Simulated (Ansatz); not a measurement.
# Ta(100) / 3 layers Li(100) / Ta(100): resistance against film thickness, part 2 of 2

How does the resistance across the layers grow with the film in Ta(100) / 3 layers Li(100) / Ta(100)?

Ansatz 0.2.0; Ansatz plane-wave DFT, PBEsol, PAW files; ballistic transport by layer matching (Landauer), zero bias.

So far. Step 2 (With 3 layers): The lead's potential steps by 28 meV from period to period, which the log calls too much for a lead. The program estimates the junction's conductance to 5.8 % from the k-mesh, 0.6 % from the leads' distance from neutral and 19 % from their steps. Step 3 (With 5 layers, k-mesh 11×11×1, film layers 5): The conductance of the junction is 3.9e14 S/m², 8.6 % under the 4.2e14 S/m² of the last finished run, no more than the error estimates, leads' steps apart, of 5.8 and 7.4 % together.

### Step 4. With 6 layers, k-mesh 11×11×1, film layers 6

The stack now holds 6 film layers; the k-mesh follows the cell, and the energies span -0.27 to 0.27 eV.

System of this step: Ta(100) / 6 layers Li(100) / Ta(100). The cell holds 16 atoms: 10 Ta and 6 Li. Its edges and angles: a = 3.303 Å, b = 3.303 Å, c = 28.407 Å, α = 90.0°, β = 90.0°, γ = 90.0°. It derives from Ta and Li. Regions: lead, 10 atoms (10 Ta); films, 6 atoms (6 Li). The structure is stacked along c, and the current runs across the ab planes.

File input.yaml:

```yaml
crystal:
  lattice:
    - [3.30256, 0.0, 0.0]
    - [0.0, 3.30256, 0.0]
    - [0.0, 0.0, 28.4071625252]
  atoms:
    - { symbol: Ta, position: [0.0, 0.0, 0.0290645009] }
    - { symbol: Ta, position: [0.5, 0.5, 0.0871935026] }
    - { symbol: Ta, position: [0.0, 0.0, 0.1453225044] }
    - { symbol: Ta, position: [0.5, 0.5, 0.2034515061] }
    - { symbol: Ta, position: [0.0, 0.0, 0.2615805079] }
    - { symbol: Li, position: [0.5, 0.5, 0.3255375073] }
    - { symbol: Li, position: [0.0, 0.0, 0.3953225044] }
    - { symbol: Li, position: [0.5, 0.5, 0.4651075015] }
    - { symbol: Li, position: [0.0, 0.0, 0.5348924985] }
    - { symbol: Li, position: [0.5, 0.5, 0.6046774956] }
    - { symbol: Li, position: [0.0, 0.0, 0.6744624927] }
    - { symbol: Ta, position: [0.5, 0.5, 0.7384194921] }
    - { symbol: Ta, position: [0.0, 0.0, 0.7965484939] }
    - { symbol: Ta, position: [0.5, 0.5, 0.8546774956] }
    - { symbol: Ta, position: [0.0, 0.0, 0.9128064974] }
    - { symbol: Ta, position: [0.5, 0.5, 0.9709354991] }
kpoints:
  mp_grid: { grid: [11, 11, 1] }
hamiltonian:
  xc: pbesol
scf:
  occupations: { method: fermi_dirac, width: 0.1 }
output:
  transmission:
    leads: [[0, 1]]
    kmesh: [22, 22]
    e_range: [-0.27, 0.27]
    de: 0.036
  write_potential: true
  write_density: true
  volumetric_format: npy
```

On the command line:

```sh
> ansatz run input.yaml --threads 4 --pin off --max-ram 8192MiB --backend cpu --events-out ev --progress --plain --runs-dir out
```

Numbers of over 12 decimals in the logs are rounded to 6 here.

The program printed:

```text
[...]
Crystal: 16 atoms, lattice volume = 309.834 Å³
Basis set: ecut = 420 eV, 6111 PW (Γ)
Bands: 90, of which v1, the nominal top of the filled ones, is band 74 counted from 1 (73 counted from 0)
Symmetry: 16 space group operations
[...]
k-points: 21 of 121
[...]
--- Transmission ---
  basis      : 97 plane waves across, 46 finite elements along
  points     : 78, standing for a mesh of 22 x 22
[...]
filled         : 4.8 meV over the level at which it is neutral
    channels       : 2.543388e0 a spin
[...]
slowest decay  : 0.0796 /Å at (0.3182, 0.3182)
  junction   : crystal 0 to crystal 0, 0.70 to 27.45 Å
    transmission   : 5.501718e-1 a spin
[...]
resistance     : 2.0147e-3 Ω µm² beyond half of each lead's own
[key lines of the parts left out:]
SCF converged after 10 iterations
Free energy (F): -99280.948554 eV
Fermi energy:    11.102231 eV
```

Elapsed: 2 min, on 4 threads of Arm Neoverse V2, shared host; peak memory 1.1 GiB; 7.4 min of CPU time.

This step gave:

| Quantity | Value |
| --- | --- |
| free energy | -99280.9486 eV |
| energy at zero smearing | -99280.6795 eV |
| Fermi energy | 11.10 eV |
| step of the lead's potential | 27.6 meV |
| lead conductance per cell | 2.569 G₀ |
| conductance of the junction | 3.90e14 S/m² |
| junction conductance per cell | 0.5493 G₀ |
| estimated errors of the junction's conductance | 0.3, 0.1, 8.7, 24.4, 0.3 % (energy step, band edges, k-mesh, leads' steps, distance from neutral) |
| area resistance that the stack adds (contact term taken off, spin by spin) | 2.015 fΩ m² |

Per spin. Transmission, zone mean against energy, zero at the Fermi level:

```tsv
energy (eV)	transmission, zone mean
-0.270	0.571
-0.234	0.588
-0.198	0.596
-0.162	0.596
-0.126	0.610
-0.090	0.564
-0.054	0.557
-0.018	0.561
0.018	0.550
0.054	0.534
0.090	0.480
0.126	0.469
0.162	0.421
0.198	0.398
0.234	0.413
0.270	0.380
```

The conductance of the junction is 3.9e14 S/m², 0.59 % over the 3.9e14 S/m² of the last finished run, within the error estimates, leads' steps apart, of 7.4 and 8.7 %. The estimate from the leads' steps, 24 %, is larger still.

### Step 5. With 8 layers, k-mesh 11×11×1, film layers 8

The stack now holds 8 film layers; the k-mesh follows the cell, and the energies span -0.27 to 0.27 eV.

System of this step: Ta(100) / 8 layers Li(100) / Ta(100). The cell holds 18 atoms: 10 Ta and 8 Li. Its edges and angles: a = 3.303 Å, b = 3.303 Å, c = 32.372 Å, α = 90.0°, β = 90.0°, γ = 90.0°. It derives from Ta and Li. Regions: lead, 10 atoms (10 Ta); films, 8 atoms (8 Li). The structure is stacked along c, and the current runs across the ab planes.

input.yaml, the sections that differ from step 4:

```yaml
crystal:
  lattice:
    - [3.30256, 0.0, 0.0]
    - [0.0, 3.30256, 0.0]
    - [0.0, 0.0, 32.3719500337]
  atoms:
    - { symbol: Ta, position: [0.0, 0.0, 0.0255047966] }
    - { symbol: Ta, position: [0.5, 0.5, 0.0765143897] }
    - { symbol: Ta, position: [0.0, 0.0, 0.1275239828] }
    - { symbol: Ta, position: [0.5, 0.5, 0.178533576] }
    - { symbol: Ta, position: [0.0, 0.0, 0.2295431691] }
    - { symbol: Li, position: [0.5, 0.5, 0.2856669699] }
    - { symbol: Li, position: [0.0, 0.0, 0.3469049785] }
    - { symbol: Li, position: [0.5, 0.5, 0.4081429871] }
    - { symbol: Li, position: [0.0, 0.0, 0.4693809957] }
    - { symbol: Li, position: [0.5, 0.5, 0.5306190043] }
    - { symbol: Li, position: [0.0, 0.0, 0.5918570129] }
    - { symbol: Li, position: [0.5, 0.5, 0.6530950215] }
    - { symbol: Li, position: [0.0, 0.0, 0.7143330301] }
    - { symbol: Ta, position: [0.5, 0.5, 0.7704568309] }
    - { symbol: Ta, position: [0.0, 0.0, 0.821466424] }
    - { symbol: Ta, position: [0.5, 0.5, 0.8724760172] }
    - { symbol: Ta, position: [0.0, 0.0, 0.9234856103] }
    - { symbol: Ta, position: [0.5, 0.5, 0.9744952034] }
# kpoints, hamiltonian, scf, output: as in step 4
```

The program printed:

```text
[...]
Crystal: 18 atoms, lattice volume = 353.078 Å³
Basis set: ecut = 420 eV, 6949 PW (Γ)
Bands: 95, of which v1, the nominal top of the filled ones, is band 77 counted from 1 (76 counted from 0)
Symmetry: 16 space group operations
[...]
k-points: 21 of 121
[...]
--- Transmission ---
  basis      : 97 plane waves across, 51 finite elements along
  points     : 78, standing for a mesh of 22 x 22
[...]
filled         : 6.4 meV over the level at which it is neutral
    channels       : 2.526860e0 a spin
[...]
slowest decay  : 0.0800 /Å at (0.3182, 0.3182)
  junction   : crystal 0 to crystal 0, 0.70 to 31.42 Å
    transmission   : 5.131343e-1 a spin
[...]
resistance     : 2.0337e-3 Ω µm² beyond half of each lead's own
[key lines of the parts left out:]
SCF converged after 10 iterations
Free energy (F): -99686.959964 eV
Fermi energy:    9.841539 eV
```

It took 2.1 min on 4 threads; peak memory 1.2 GiB.

This step gave:

```yaml
free_energy: -99686.9600 eV
energy_at_zero_smearing: -99686.6789 eV
fermi_energy: 9.842 eV
step_of_the_lead_s_potential: 27.3 meV
estimated_errors_of_the_lead_s_conductance: 0, 3.9, 0.5 % (band edges, k-mesh, distance from neutral)
lead_conductance_per_cell: 2.566 G₀
conductance_of_the_junction: 3.87e14 S/m²
junction_conductance_per_cell: 0.5451 G₀
estimated_errors_of_the_junction_s_conductance: 0.3, 0, 9, 26.6, 1.1 % (energy step, band edges, k-mesh, leads' steps, distance from neutral)
area_resistance_that_the_stack_adds_contact_term_taken_off_spin_by_spin: 2.034 fΩ m²
```

Per spin. Transmission, zone mean against energy, zero at the Fermi level:

```tsv
energy (eV)	transmission, zone mean
-0.270	0.584
-0.234	0.596
-0.198	0.612
-0.162	0.606
-0.126	0.635
-0.090	0.617
-0.054	0.603
-0.018	0.563
0.018	0.513
0.054	0.508
0.090	0.455
0.126	0.416
0.162	0.375
0.198	0.360
0.234	0.342
0.270	0.283
```

The conductance of the junction is 3.9e14 S/m², 0.76 % under the 3.9e14 S/m² of the last finished run, within the error estimates, leads' steps apart, of 8.7 and 9 %. The estimate from the leads' steps, 27 %, is larger still.

### Step 6. With 10 layers, k-mesh 11×11×1, film layers 10

The stack now holds 10 film layers; the k-mesh follows the cell, and the energies span -0.27 to 0.27 eV.

System of this step: Ta(100) / 10 layers Li(100) / Ta(100). The cell holds 20 atoms: 10 Ta and 10 Li. Cell: a = 3.303 Å, b = 3.303 Å, c = 36.337 Å, α = 90.0°, β = 90.0°, γ = 90.0°. It derives from Ta and Li. Regions: lead, 10 atoms (10 Ta); films, 10 atoms (10 Li). The structure is stacked along c, and the current runs across the ab planes.

File input.yaml:

```yaml
crystal:
  lattice:
    - [3.30256, 0.0, 0.0]
    - [0.0, 3.30256, 0.0]
    - [0.0, 0.0, 36.3367375421]
  atoms:
    - { symbol: Ta, position: [0.0, 0.0, 0.0227219078] }
    - { symbol: Ta, position: [0.5, 0.5, 0.0681657234] }
    - { symbol: Ta, position: [0.0, 0.0, 0.113609539] }
    - { symbol: Ta, position: [0.5, 0.5, 0.1590533546] }
    - { symbol: Ta, position: [0.0, 0.0, 0.2044971702] }
    - { symbol: Li, position: [0.5, 0.5, 0.2544971702] }
    - { symbol: Li, position: [0.0, 0.0, 0.3090533546] }
    - { symbol: Li, position: [0.5, 0.5, 0.363609539] }
    - { symbol: Li, position: [0.0, 0.0, 0.4181657234] }
    - { symbol: Li, position: [0.5, 0.5, 0.4727219078] }
    - { symbol: Li, position: [0.0, 0.0, 0.5272780922] }
    - { symbol: Li, position: [0.5, 0.5, 0.5818342766] }
    - { symbol: Li, position: [0.0, 0.0, 0.636390461] }
    - { symbol: Li, position: [0.5, 0.5, 0.6909466454] }
    - { symbol: Li, position: [0.0, 0.0, 0.7455028298] }
    - { symbol: Ta, position: [0.5, 0.5, 0.7955028298] }
    - { symbol: Ta, position: [0.0, 0.0, 0.8409466454] }
    - { symbol: Ta, position: [0.5, 0.5, 0.886390461] }
    - { symbol: Ta, position: [0.0, 0.0, 0.9318342766] }
    - { symbol: Ta, position: [0.5, 0.5, 0.9772780922] }
kpoints:
  mp_grid: { grid: [11, 11, 1] }
hamiltonian:
  xc: pbesol
scf:
  occupations: { method: fermi_dirac, width: 0.1 }
output:
  transmission:
    leads: [[0, 1]]
    kmesh: [22, 22]
    e_range: [-0.27, 0.27]
    de: 0.036
  write_potential: true
  write_density: true
  volumetric_format: npy
```

The program printed:

```text
[...]
Crystal: 20 atoms, lattice volume = 396.321 Å³
Basis set: ecut = 420 eV, 7809 PW (Γ)
Bands: 100, of which v1, the nominal top of the filled ones, is band 80 counted from 1 (79 counted from 0)
Symmetry: 16 space group operations
[...]
k-points: 21 of 121
[...]
--- Transmission ---
  basis      : 97 plane waves across, 55 finite elements along
  points     : 78, standing for a mesh of 22 x 22
[...]
filled         : 5.8 meV over the level at which it is neutral
    channels       : 2.526860e0 a spin
[...]
slowest decay  : 0.0799 /Å at (0.3182, 0.3182)
  junction   : crystal 0 to crystal 0, 0.70 to 35.38 Å
    transmission   : 4.941120e-1 a spin
[...]
resistance     : 2.2845e-3 Ω µm² beyond half of each lead's own
[key lines of the parts left out:]
SCF converged after 9 iterations
Free energy (F): -100092.956896 eV
Fermi energy:    8.856010 eV
```

The job ended after 2.2 min (4 threads; peak memory 1.4 GiB; 7.9 min of CPU time).

This step gave:

```yaml
free_energy: -100092.9569 eV
energy_at_zero_smearing: -100092.6529 eV
fermi_energy: 8.856 eV
step_of_the_lead_s_potential: 27.8 meV
estimated_errors_of_the_lead_s_conductance: 0, 3.9, 0.4 % (band edges, k-mesh, distance from neutral)
lead_conductance_per_cell: 2.567 G₀
conductance_of_the_junction: 3.53e14 S/m²
junction_conductance_per_cell: 0.4969 G₀
estimated_errors_of_the_junction_s_conductance: 0.3, 0, 7.8, 32.9, 0.8 % (energy step, band edges, k-mesh, leads' steps, distance from neutral)
area_resistance_that_the_stack_adds_contact_term_taken_off_spin_by_spin: 2.284 fΩ m²
```

Per spin. The transmission, zone mean by energy, zero at the Fermi level:

```tsv
energy (eV)	transmission, zone mean
-0.270	0.594
-0.234	0.636
-0.198	0.625
-0.162	0.618
-0.126	0.600
-0.090	0.565
-0.054	0.545
-0.018	0.496
0.018	0.494
0.054	0.460
0.090	0.439
0.126	0.429
0.162	0.376
0.198	0.351
0.234	0.343
0.270	0.341
```

The conductance of the junction is 3.5e14 S/m², 8.8 % under the 3.9e14 S/m² of the last finished run, within the error estimates, leads' steps apart, of 9 and 7.8 %. The estimate from the leads' steps, 33 %, is larger still.

### Step 7. All levels side by side

Times are for 4 threads of Arm Neoverse V2, shared host. The runs compared:

```tsv
no.	film layers	area resistance that the stack adds (contact term taken off, spin by spin) (fΩ m²)	conductance of the junction (S/m²)	time	memory (GiB)
1	3	1.808	4.24e14	6.1 min	1.3
2	5	2.030	3.88e14	3.8 min	1.2
3	6	2.015	3.90e14	2 min	1.1
4	8	2.034	3.87e14	2.1 min	1.2
5	10	2.284	3.53e14	2.2 min	1.4
```

### Step 8. With 5 layers

A repeat with a changed input, to see how far the result depends on it.

This step: Ansatz plane-wave DFT, PBEsol, PAW files; ballistic transport by layer matching (Landauer), zero bias; changed: magnetization = {"spin_polarized": true}, kpoints.mp_grid.shift = [0.5, 0.5, 0.0] (Ansatz 0.2.0).

System of this step: Ta(100) / 5 layers Li(100) / Ta(100). The cell holds 15 atoms: 10 Ta and 5 Li. Cell: a = 3.303 Å, b = 3.303 Å, c = 26.528 Å, α = 86.4°, β = 86.4°, γ = 90.0°. It derives from Ta and Li. Regions: lead, 10 atoms (10 Ta); films, 5 atoms (5 Li). The structure is stacked along c, and the current runs across the ab planes.

File input.yaml:

```yaml
crystal:
  lattice:
    - [3.30256, 0.0, 0.0]
    - [0.0, 3.30256, 0.0]
    - [1.65128, 1.65128, 26.424768771]
  atoms:
    - { symbol: Ta, position: [0.984377536, 0.984377536, 0.0312449281], spin: 0.2 }
    - { symbol: Ta, position: [0.4531326079, 0.4531326079, 0.0937347843], spin: 0.2 }
    - { symbol: Ta, position: [0.9218876798, 0.9218876798, 0.1562246404], spin: 0.2 }
    - { symbol: Ta, position: [0.3906427517, 0.3906427517, 0.2187144966], spin: 0.2 }
    - { symbol: Ta, position: [0.8593978236, 0.8593978236, 0.2812043528], spin: 0.2 }
    - { symbol: Li, position: [0.3250202876, 0.3250202876, 0.3499594247], spin: 0.2 }
    - { symbol: Li, position: [0.7875101438, 0.7875101438, 0.4249797124], spin: 0.2 }
    - { symbol: Li, position: [0.25, 0.25, 0.5], spin: 0.2 }
    - { symbol: Li, position: [0.7124898562, 0.7124898562, 0.5750202876], spin: 0.2 }
    - { symbol: Li, position: [0.1749797124, 0.1749797124, 0.6500405753], spin: 0.2 }
    - { symbol: Ta, position: [0.6406021764, 0.6406021764, 0.7187956472], spin: 0.2 }
    - { symbol: Ta, position: [0.1093572483, 0.1093572483, 0.7812855034], spin: 0.2 }
    - { symbol: Ta, position: [0.5781123202, 0.5781123202, 0.8437753596], spin: 0.2 }
    - { symbol: Ta, position: [0.0468673921, 0.0468673921, 0.9062652157], spin: 0.2 }
    - { symbol: Ta, position: [0.515622464, 0.515622464, 0.9687550719], spin: 0.2 }
kpoints:
  mp_grid: { grid: [11, 11, 1], shift: [0.5, 0.5, 0.0] }
hamiltonian:
  xc: pbesol
scf:
  occupations: { method: fermi_dirac, width: 0.1 }
output:
  transmission:
    leads: [[0, 1]]
    kmesh: [22, 22]
    e_range: [-0.27, 0.27]
    de: 0.036
  write_potential: true
  write_density: true
  volumetric_format: npy
magnetization:
  spin_polarized: true
```

The program printed:

```text
[...]
Crystal: 15 atoms, lattice volume = 288.212 Å³
Basis set: ecut = 420 eV, 5677 PW (Γ)
Bands: 89, of which v1, the nominal top of the filled ones, is band 73 counted from 1 (72 counted from 0)
Symmetry: 4 space group operations
k-points: 36 of 121
[...]
Starting moments: Σ|m| = 3 μB on 15 of 15 sites
[...]
SCF iter   1: F=—  HF=-99079.852200 eV  |F-HF|=—  |Δ(HF+E_count)|=         —  Δρ=2.07e-2 (↑2.07e-2 ↓1.72e-2)  dr2=3.98e1  dr2_m=5.41e-2  M=0.873 μB ∫|m|=0.873 μB  β_m=0.30  ethr=3.10e-3  ⟨swp⟩=9.2  Hψ=30461  notcnv=0  defer=12
[...]
spin=Collinear: Kerker preconditioning applied to the charge; magnetization (m = ρ↑ − ρ↓) channel mixes plain (no charge-response kernel on spin).
SCF iter   2: F=—  HF=-99078.940963 eV  |F-HF|=—  |Δ(HF+E_count)|=   9.11e-1  Δρ=1.54e-2 (↑1.54e-2 ↓1.32e-2)  dr2=3.27e1  dr2_m=2.99e-2  M=0.739 μB ∫|m|=0.739 μB  β_m=0.65  ethr=3.10e-3  ⟨swp⟩=1.2  Hψ=7437  notcnv=0  defer=21
[...]
SCF iter  18: F=-99077.941389 eV  HF=-99077.941389 eV  |F-HF|=9.72e-9  |Δ(HF+E_count)|=   8.57e-9  Δρ=2.48e-7 (↑1.96e-7 ↓2.48e-7)  dr2=9.87e-9  dr2_m=6.18e-12  M=0.000 μB ∫|m|=0.000 μB  ethr=1.19e-11  ⟨swp⟩=1.0  Hψ=15214  notcnv=0
SCF 1 converged in 18 iterations: F = -99077.941389 eV  dr2 = 9.87e-9
[...]
WARN: the starting moments were not kept: the SCF closed with an absolute magnetisation of 3.6e-5 μB, where they sum to 3 μB in size (15 sites). That is at most 0.1 of that sum. Measured as dr2_m measures the in/out step, that magnetisation stands 4.8e-11 eV from none, at or under the dr2_threshold of 1.0e-7 eV: it is no larger than a step whose dr2_m would equal this threshold. The system may hold no moment; this SC [...]
transmission: 1145 of 11438 steps passed
transmission: 2290 of 11438 steps passed
[...]
transmission: 11438 of 11438 steps passed
SCF converged after 18 iterations
an eigenvalue changed by more than its tolerance at an iteration that met the thresholds in force, so the SCF went on 2 times, its first undamped step at iteration 15: the last check found none over its tolerance
Magnetization: 0.0000 μB (72.5000 up, 72.5000 down)
Absolute magnetization: 0.0000 μB (∫|ρ↑−ρ↓|, with the PAW one-centre terms)
[...]
Per-site moments (μB) at R_I (Å): [(-2.0641110489299416e-7, 1.179792), (-1.7485494956733017e-8, 1.179792), (-1.5444652819192513e-7, 1.179792), (-4.860305020751423e-7, 1.179792), (7.038751709764553e-6, 1.179792), (2.0879721430104003e-6, 1.220495), (7.02213388242378e-8, 1.263580), (3.321192868482489e-7, 1.263580), (7.022133881279587e-8, 1.263580), (2.0879721429797504e-6, 1.220495), (7.038751709810912e-6, 1.179792), (-4.860305020587365e-7, 1.179792), (-1.544465282019228e-7, 1.179792), (-1.7485494912079776e-8, 1.179792), (-2.0641110486553526e-7, 1.179792)]
Free energy (F): -99077.941389 eV
[...]
Internal energy: -99077.414713 eV  (E = F + TS)
E sigma→0 (E₀):  -99077.678051 eV
Entropy (-TS):   -0.526675 eV (-35.112 meV/atom)
Fermi energy:    11.870140 eV
[...]
--- Band table (eV; the first three rows and the last of 72) ---
  k-point 0 ↑: bands = [... 69 lower, 12.3472, 12.4711, 12.4876, 12.4970, 12.4980, 12.6597, 12.7009, 13.0325, ... 12 higher]
  k-point 1 ↑: bands = [... 69 lower, 12.0347, 12.0816, 12.3076, 12.3339, 12.4342, 12.4549, 12.5812, 12.8738, ... 12 higher]
  k-point 2 ↑: bands = [... 69 lower, 11.7409, 11.8367, 11.9519, 12.0441, 12.1885, 12.3009, 12.4618, 12.5392, ... 12 higher]
  k-point 35 ↓: bands = [... 69 lower, 11.9913, 12.0054, 12.5305, 12.5979, 12.8648, 13.0156, 13.1825, 13.3240, ... 12 higher]
--- Transmission ---
  basis      : 97 plane waves across, 43 finite elements along
  points     : 133, standing for a mesh of 22 x 22
[...]
filled         : 1.8 meV under the level at which it is neutral
    channels       : 2.551653e0 up, 2.551653e0 down
[...]
slowest decay  : 0.0775 /Å at (-0.3182, 0.3182)
  junction   : crystal 0 to crystal 0, 0.70 to 25.47 Å
    transmission   : 5.470680e-1 up, 5.470612e-1 down
[...]
resistance     : 2.0197e-3 Ω µm² beyond half of each lead's own
```

It took 7.6 min on 4 threads; peak memory 1.7 GiB; 26 min of CPU time.

Numbers from this step:

```
free energy                                                                : -99077.9414 eV
energy at zero smearing                                                    : -99077.6781 eV
Fermi energy                                                               : 11.87 eV
step of the lead's potential                                               : 30.3 meV
ballistic conductance of the lead                                          : 1.83e15 S/m²
estimated errors of the lead's conductance                                 : 0, 3.9, 0.1 % (band edges, k-mesh, distance from neutral)
lead conductance per cell                                                  : 2.581 G₀
conductance of the junction                                                : 3.90e14 S/m²
junction conductance per cell                                              : 0.5488 G₀
estimated errors of the junction's conductance                             : 0.4, 0, 7.3, 21.1, 0.2 % (energy step, band edges, k-mesh, leads' steps, distance from neutral)
area resistance that the stack adds (contact term taken off, spin by spin) : 2.020 fΩ m²
```

Per spin. Transmission, zone mean, T up = T down against energy, zero at the Fermi level:

```tsv
energy (eV)	transmission, zone mean, T up = T down
-0.270	0.604
-0.234	0.635
-0.198	0.624
-0.162	0.617
-0.126	0.619
-0.090	0.603
-0.054	0.583
-0.018	0.555
0.018	0.547
0.054	0.516
0.090	0.471
0.126	0.439
0.162	0.393
0.198	0.348
0.234	0.315
0.270	0.309
```

With the changed settings the conductance of the junction moves by 0.50 % from the earlier run's 3.9e14 S/m².

### Step 9. Summary of results

```yaml
area_resistance_3_layers: 1.81 fΩ m²
area_resistance_5_layers: 2.03 fΩ m²
area_resistance_6_layers: 2.01 fΩ m²
area_resistance_8_layers: 2.03 fΩ m²
area_resistance_10_layers: 2.28 fΩ m²
```

The stack adds 1.8 fΩ m² with 3 layers and 2.3 fΩ m² with 10. From 5 layers on no step exceeds the two runs' error estimates together, as expected where only the two interfaces scatter; half the mean, 1.0 fΩ m², is a rough coherent figure for one interface. Atoms sit on ideal sites and aren't relaxed. Spin-orbit coupling is left out, which matters for Ta. A lead's potential steps by up to 30 meV from period to period, which the log calls too much, so longer leads could move the result. The program's error estimates for the conductances, leads' steps apart, run from 5.8 to 9 %. The program's estimate of the error from the leads' steps alone runs to 33 %. Li(100) is compressed by 5.9 % in plane to fit Ta(100), at its own atomic volume.

[Logs are printed without paths, hosts, clocks, repeated set-up lines and the standing remarks that a program may print on its own settings, such as how far it seeks lower states.]

[Hosts, paths, dates, database ids (printed as entryN), source tags and the programs' standing remarks are cut or masked in the printed files.]
